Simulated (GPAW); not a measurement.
# WS2 in GPAW: convergence with bands over the usual count

Aim: find how far bands over the usual count must go before the results for WS2 settle, at PBE. This setting moves, with any that are tied to it; all else stays.

All numbers are computed with GPAW 26.7.0; they aren't measurements. Logs are shortened: lines on timing, memory, paths and dates and some standing lists are left out, and cuts for length are marked. The log counts tension as positive stress, the text compression.

## Step 1: The slab as given

The cell holds a slab with vacuum, 3 atoms: a = 3.184 Å, b = 3.184 Å, c = 16.951 Å, α = 90.00°, β = 90.00°, γ = 120.00°.

## Step 2: With bands over the usual count 0.72

Input file run.py:

```python
from ase import Atoms
from ase.dft.bandgap import bandgap
from ase.io import write
from ase.units import GPa
from gpaw import GPAW, PW

atoms = Atoms(['W', 'S', 'S'],
              cell=[[3.1835163552, 0.0, 0.0],
                    [-1.5917581776, 2.7570060369, 0.0],
                    [0.0, 0.0, 16.95057789]],
              scaled_positions=[[0.0, 0.0, 0.0],
                                [0.3333333333, 0.6666666667, 0.09200051],
                                [0.3333333333, 0.6666666667, 0.90799949]],
              pbc=True)

calc = GPAW(mode=PW(600),
            xc='PBE',
            kpts={'size': (6, 6, 1), 'gamma': True},
            occupations={'name': 'fermi-dirac', 'width': 0.05},
            nbands=18,
            convergence={'density': 1e-05, 'energy': 1e-05},
            maxiter=100,
            txt='gpaw.txt')
atoms.calc = calc
energy = atoms.get_potential_energy()
forces = atoms.get_forces()
stress = atoms.get_stress()
calc.write('gs.gpw')
write('result.traj', atoms)
print(f'Energy: {energy:.6f} eV')
print('Forces (eV/A):')
print(forces.round(4))
print('Stress (GPa):', (stress / GPa).round(3))
print('Fermi level:', round(calc.get_fermi_level(), 4), 'eV')
print(f'Gap: {bandgap(calc)[0]:.4f} eV, direct: {bandgap(calc, direct=True)[0]:.4f} eV')
```

Potentials or basis: GPAW PAW data sets (gpaw-data 1.2.1), pw.

Launch:

```bash
$ OMP_NUM_THREADS=1 python run.py
```

gpaw.txt:

```text
__  _  _
 | _ |_)|_||  |
 |__||  | ||/\| - 26.7.0

Input parameters:
  mode=PW(ecut=600.0),
  convergence={'density': 1e-05, 'energy': 1e-05},
  kpts=MonkhorstPack(size=(6, 6, 1), gamma=True),
  maxiter=100,
  nbands=18,
  occupations=Occupations(name='fermi-dirac', width=0.05),
  xc=XC(name='PBE')

Diagonalizing LCAO Hamiltonian
Converting LCAO to pw mode

         S

         S

       W

Atoms  # Å, Bohr magnetons
|   | symbol |         x |        y |         z |    initial magnetic moments |
|---|--------|-----------|----------|-----------|-----------------------------|
| 0 |      W |  0.000000 | 0.000000 |  0.000000 | ( 0.0000,  0.0000,  0.0000) |
| 1 |      S | -0.000000 | 1.838004 |  1.559462 | ( 0.0000,  0.0000,  0.0000) |
| 2 |      S | -0.000000 | 1.838004 | 15.391116 | ( 0.0000,  0.0000,  0.0000) |

Unit cell  # Å
| periodic |         x |        y |         z |   lengths |     angles |
|----------|-----------|----------|-----------|-----------|------------|
|      yes |  3.183516 | 0.000000 |  0.000000 |  3.183516 |  90.000000 |
|      yes | -1.591758 | 2.757006 |  0.000000 |  3.183516 |  90.000000 |
|      yes |  0.000000 | 0.000000 | 16.950578 | 16.950578 | 120.000000 |

Number of symmetries: 12
Symmetry operations  # r_c * U_cc + t_c -> r_c
|    | kind |            matrix            |
|----|------|------------------------------|
|  0 |  σ   |  1, 1, 0,  0,-1, 0,  0, 0, 1 |
|  1 |  C2  |  1, 1, 0,  0,-1, 0,  0, 0,-1 |
|  2 |  E   |  1, 0, 0,  0, 1, 0,  0, 0, 1 |
|  3 |  σ   |  1, 0, 0,  0, 1, 0,  0, 0,-1 |
|  4 |  C3  |  0, 1, 0, -1,-1, 0,  0, 0, 1 |
|  5 |  S3  |  0, 1, 0, -1,-1, 0,  0, 0,-1 |
|  6 |  σ   |  0,-1, 0, -1, 0, 0,  0, 0, 1 |
|  7 |  C2  |  0,-1, 0, -1, 0, 0,  0, 0,-1 |
|  8 |  σ   | -1, 0, 0,  1, 1, 0,  0, 0, 1 |
|  9 |  C2  | -1, 0, 0,  1, 1, 0,  0, 0,-1 |
| 10 |  C3  | -1,-1, 0,  1, 0, 0,  0, 0, 1 |
| 11 |  S3  | -1,-1, 0,  1, 0, 0,  0, 0,-1 |

BZ-sampling:
  Number of BZ points: 36
  Number of IBZ points: 7

  Monkhorst-Pack size: [6, 6, 1]
  Monkhorst-Pack shift: [0.08333333333333333, 0.08333333333333333, 0.0]

K-points  # in reciprocal-cell coordinates
|   |                                coordinates |     weight |
|---|--------------------------------------------|------------|
| 0 | (  0.00000000,   0.00000000,   0.00000000) | 0.02777778 |
| 1 | (  0.16666667,   0.00000000,   0.00000000) | 0.16666667 |
| 2 | (  0.33333333,  -0.16666667,   0.00000000) | 0.16666667 |
| 3 | (  0.33333333,   0.00000000,   0.00000000) | 0.16666667 |
| 4 | (  0.33333333,   0.33333333,   0.00000000) | 0.05555556 |
| 5 | (  0.50000000,   0.33333333,   0.00000000) | 0.33333333 |
| 6 | (  0.50000000,   0.50000000,   0.00000000) | 0.08333333 |

Plane wave coefficients: 5001
Cutoff: 600.0 eV

Spin-components: 1 (collinear spins)
Bands:           18
Projectors:      16
Spin-degeneracy: 2
Datatype:        complex128

Parallelization:
  kpt:    1
  domain: 1
  band:   1

Density:
  Valence electrons: 26.0
  Components: 1
  Grid points: [18 18 96]
  Charge: 0.0  # |e|

Potential:
  Grid points: [18 18 96]

species:
  W:
    name:    Tungsten
    Z:       74.0
    valence: 14
    core:    60
    charge:  0.0  # [|e|]
    compensation charges:
      type: gauss
      rc: 0.40  # [Å]
      lmax: 2
    cutoffs:
      filter: 2.36  # [Å]
      core: 3.02  # [Å]
    projectors
    | kind |    occ | energy [eV] | rcut [Å] |
    |------|--------|-------------|----------|
    |   5s |  2.000 |     -78.830 |    1.344 |
    |   6s |  2.000 |      -5.697 |    1.344 |
    |   5p |  6.000 |     -43.233 |    1.355 |
    |   6p |  0.000 |      -1.367 |    1.355 |
    |   5d |  4.000 |      -4.494 |    1.228 |
    |    d |        |      22.717 |    1.228 |

    Using partial waves for W as LCAO basis

  S:
    name:    Sulfur
    Z:       16.0
    valence: 6
    core:    10
    charge:  0.0  # [|e|]
    compensation charges:
      type: gauss
      rc: 0.24  # [Å]
      lmax: 2
    cutoffs:
      filter: 1.77  # [Å]
      core: 1.66  # [Å]
    projectors
    | kind |    occ | energy [eV] | rcut [Å] |
    |------|--------|-------------|----------|
    |   3s |  2.000 |     -17.254 |    0.974 |
    |   3p |  4.000 |      -7.008 |    0.979 |
    |    s |        |       9.957 |    0.974 |
    |    p |        |      20.203 |    0.979 |
    |    d |        |       0.000 |    0.900 |

    Using partial waves for S as LCAO basis

Reference energy: -460486.911450  # eV

eigensolver:
  PPCG
  Converge bands: occupied
  niter=2

density mixing:
  MSR1-Mixer
  Pratt-step length: 0.05
  Maximum mixing coefficient: 0.75
  Old densities: 10
  SVD Regularization: 0.005
  Good broyden scale: 1.0
  Trust region scale: 1.0
  Backstep threshold: 4.0
  History deletion threshold: 6.0
  Fourier metric: weight=20.0, sigma=0.015

occupation numbers:
  Fermi-Dirac:
    width: 0.0500  # eV

poisson solver:
  ecut: 4800.0  # eV

xc functional:
  name: PBE with 2 nearest neighbor stencil

convergence criteria:
- Maximum integral of absolute [dens]ity change: 1e-05 electrons / valence electron
- Maximum [total energy] change in last 3 cyles: 1e-05 eV / valence electron
- Maximum integral of absolute [eigenst]ate change: 4e-08 eV^2 / valence electron
maximum number of iterations: 100

SCF iterations
|iter     | |      energy | eigst |  dens |
|---------|-|-------------|-------|-------|
|iter:   1| |  -22.590261 | +0.22 |       |
|iter:   2| |  -22.554063 | -1.36 | -1.17 |
|iter:   3| |  -22.317716 | -1.28 | -1.21 |
|iter:   4| |  -22.276124 | -1.63 | -1.56 |
|iter:   5| |  -22.258295 | -2.48 | -1.76 |
|iter:   6| |  -22.258448 | -3.27 | -2.12 |
|iter:   7| |  -22.258486c| -3.95 | -3.00 |
|iter:   8| |  -22.258491c| -4.44 | -3.62 |
|iter:   9| |  -22.258492c| -4.84 | -4.27 |
|iter:  10| |  -22.258492c| -5.19 | -4.81 |
|iter:  11| |  -22.258492c| -5.53 | -5.24c|
|iter:  12| |  -22.258492c| -5.86 | -5.83c|
|iter:  13| |  -22.258492c| -6.27 | -6.19c|
|iter:  14| |  -22.258492c| -6.68 | -6.50c|
|iter:  15| |  -22.258492c| -7.23 | -6.57c|
|iter:  16| |  -22.258492c| -7.53c| -6.89c|

Converged in 16 steps
Energy contributions relative to reference atoms: (reference = -460486.911450)

Energy contributions:
  Kinetic:          16.205234
  Coulomb:         -18.488203
  Zero:              0.190015
  External:          0.000000
  Xc:              -20.165538
  Entropy:          -0.000000
  Spinorbit:         0.000000
  ----------------------------
  Free energy:     -22.258492
  Extrapolated:    -22.258492

dipole moment: (-9.378668, -8.270943, -63.106732)  # |e|*Ang

Fermi level: 0.147
Eigenvalues  # (at kpt = [0.000, 0.000, 0.000])
| band index |      eig [eV] | occ [0-2] |
|------------|---------------|-----------|
|          0 |       -74.561 |     2.000 |
|        ... |               |           |
|          5 |       -13.864 |     2.000 |
|          6 |        -7.081 |     2.000 |
|          7 |        -3.650 |     2.000 |
|          8 |        -3.650 |     2.000 |
|          9 |        -2.823 |     2.000 |
|         10 |        -2.398 |     2.000 |
|         11 |        -2.398 |     2.000 |
|         12 |        -0.751 |     2.000 |
|         13 |         2.138 |     0.000 |
|         14 |         2.138 |     0.000 |
|         15 |         2.325 |     0.000 |
|         16 |         2.325 |     0.000 |
|         17 |         4.219 |     0.000 |

Gap: 1.782 eV
Transition (v -> c):
  (s=0, k=0, n=12, [0.00, 0.00, 0.00]) -> (s=0, k=4, n=13, [0.33, 0.33, 0.00])
Direct/indirect transitions are different
Direct gap: 1.790 eV
Transition at: (s=0, k=4, n=12, [0.33, 0.33, 0.00])

Forces  # eV/Ang
|        x |        y |        z |
|----------|----------|----------|
| -0.00000 |  0.00000 |  0.00000 |  # W    0
|  0.00000 | -0.00000 |  0.28183 |  # S    1
|  0.00000 | -0.00000 | -0.28183 |  # S    2

Stress tensor  # eV/Ang^3
|         x |         y |         z |
|-----------|-----------|-----------|
| -0.002708 |  0.000000 |  0.000000 |
|  0.000000 | -0.002708 |  0.000000 |
|  0.000000 |  0.000000 | -0.005727 |

# Writing to gs.gpw (mode='')
```

stdout:

```text
Energy: -22.258492 eV
Forces (eV/A):
[[-0.      0.      0.    ]
 [ 0.     -0.      0.2818]
 [ 0.     -0.     -0.2818]]
Stress (GPa): [-0.434 -0.434 -0.917  0.     0.     0.   ]
Fermi level: 0.1471 eV
Gap: 1.7825 eV, direct: 1.7901 eV
```

It took 20 s on 1 thread of Arm Neoverse V1, shared host; peak memory 0.19 GiB.

What came out:

```
Free energy            : -22.2585 eV
Largest force          : 0.282 eV/Å
Band gap on the k mesh : 1.78 eV, indirect (least direct gap 1.79 eV)
```

## Step 3: With bands over the usual count 0.8

run.py, as its differences from that of step 2:

```diff
@@ -19,3 +19,3 @@
             occupations={'name': 'fermi-dirac', 'width': 0.05},
-            nbands=18,
+            nbands=20,
             convergence={'density': 1e-05, 'energy': 1e-05},
```

Potentials or basis: GPAW PAW data sets (gpaw-data 1.2.1), pw.

Launch:

```bash
$ OMP_NUM_THREADS=1 python run.py
```

Wall time 21 s (1 thread of Arm Neoverse V1, shared host); peak memory 0.19 GiB.

It converged, with:

| Property | Result |
| --- | --- |
| Free energy | -22.2585 eV |
| Largest force | 0.282 eV/Å |
| Band gap on the k mesh | 1.78 eV, indirect (least direct gap 1.79 eV) |

## Step 4: With bands over the usual count 0.9

run.py, as its differences from that of step 3:

```diff
@@ -19,3 +19,3 @@
             occupations={'name': 'fermi-dirac', 'width': 0.05},
-            nbands=20,
+            nbands=23,
             convergence={'density': 1e-05, 'energy': 1e-05},
```

Launch:

```bash
$ OMP_NUM_THREADS=1 python run.py
```

Run time: 21 s. Hardware: 1 thread of Arm Neoverse V1, shared host; peak memory 0.19 GiB.

Results (log left out):

| Property | Result |
| --- | --- |
| Free energy | -22.2585 eV |
| Largest force | 0.282 eV/Å |
| Band gap on the k mesh | 1.78 eV, indirect (least direct gap 1.79 eV) |

## Step 5: With bands over the usual count 1

run.py, as its differences from that of step 4:

```diff
@@ -19,3 +19,3 @@
             occupations={'name': 'fermi-dirac', 'width': 0.05},
-            nbands=23,
+            nbands=25,
             convergence={'density': 1e-05, 'energy': 1e-05},
```

Launch:

```bash
$ OMP_NUM_THREADS=1 python run.py
```

Wall time 22 s (1 thread of Arm Neoverse V1, shared host); peak memory 0.2 GiB.

It converged, with:

- Free energy: -22.2585 eV
- Largest force: 0.282 eV/Å
- Band gap on the k mesh: 1.78 eV, indirect (least direct gap 1.79 eV)

## Step 6: With bands over the usual count 1.3

run.py, as its differences from that of step 5:

```diff
@@ -19,3 +19,3 @@
             occupations={'name': 'fermi-dirac', 'width': 0.05},
-            nbands=25,
+            nbands=33,
             convergence={'density': 1e-05, 'energy': 1e-05},
```

Potentials or basis: GPAW PAW data sets (gpaw-data 1.2.1), pw.

Launch:

```bash
$ OMP_NUM_THREADS=1 python run.py
```

It took 24 s on 1 thread of Arm Neoverse V1, shared host; peak memory 0.2 GiB.

It converged, with:

```
Free energy            : -22.2585 eV
Largest force          : 0.282 eV/Å
Band gap on the k mesh : 1.78 eV, indirect (least direct gap 1.79 eV)
```

## Step 7: With bands over the usual count 1.7

run.py, as its differences from that of step 6:

```diff
@@ -19,3 +19,3 @@
             occupations={'name': 'fermi-dirac', 'width': 0.05},
-            nbands=33,
+            nbands=43,
             convergence={'density': 1e-05, 'energy': 1e-05},
```

Launch:

```bash
$ OMP_NUM_THREADS=1 python run.py
```

Wall time 32 s (1 thread of Arm Neoverse V1, shared host); peak memory 0.21 GiB.

It converged, with:

```
Free energy            : -22.2585 eV
Largest force          : 0.282 eV/Å
Band gap on the k mesh : 1.78 eV, indirect (least direct gap 1.79 eV)
```

## Step 8: With bands over the usual count 2.5

run.py, as its differences from that of step 7:

```diff
@@ -19,3 +19,3 @@
             occupations={'name': 'fermi-dirac', 'width': 0.05},
-            nbands=43,
+            nbands=62,
             convergence={'density': 1e-05, 'energy': 1e-05},
```

Launch:

```bash
$ OMP_NUM_THREADS=1 python run.py
```

Run time: 53 s. Hardware: 1 thread of Arm Neoverse V1, shared host; peak memory 0.22 GiB.

The run converged. Its results:

```
Free energy            : -22.2585 eV
Largest force          : 0.282 eV/Å
Band gap on the k mesh : 1.78 eV, indirect (least direct gap 1.79 eV)
```

## Step 9: Result

| bands over the usual count | energy less the tightest run, at zero smearing (meV/atom) | SCF cycles | CPU time (s) | peak memory (GiB) |
| --- | --- | --- | --- | --- |
| 0.72 | 0.00 | 16 | 20 | 0.19 |
| 0.8 | 0.00 | 15 | 21 | 0.19 |
| 0.9 | 0.00 | 13 | 21 | 0.19 |
| 1 | 0.00 | 13 | 22 | 0.2 |
| 1.3 | 0.00 | 10 | 24 | 0.2 |
| 1.7 | 0.00 | 11 | 32 | 0.21 |
| 2.5 | 0.00 | 12 | 53 | 0.22 |

Against the tightest run, the energy stays within 1 meV/atom from 0.72 on. The tightest run that finished is the yardstick and may itself not be fully converged.

Caveats: spin-orbit coupling is left out, which moves the levels of the heavy elements.
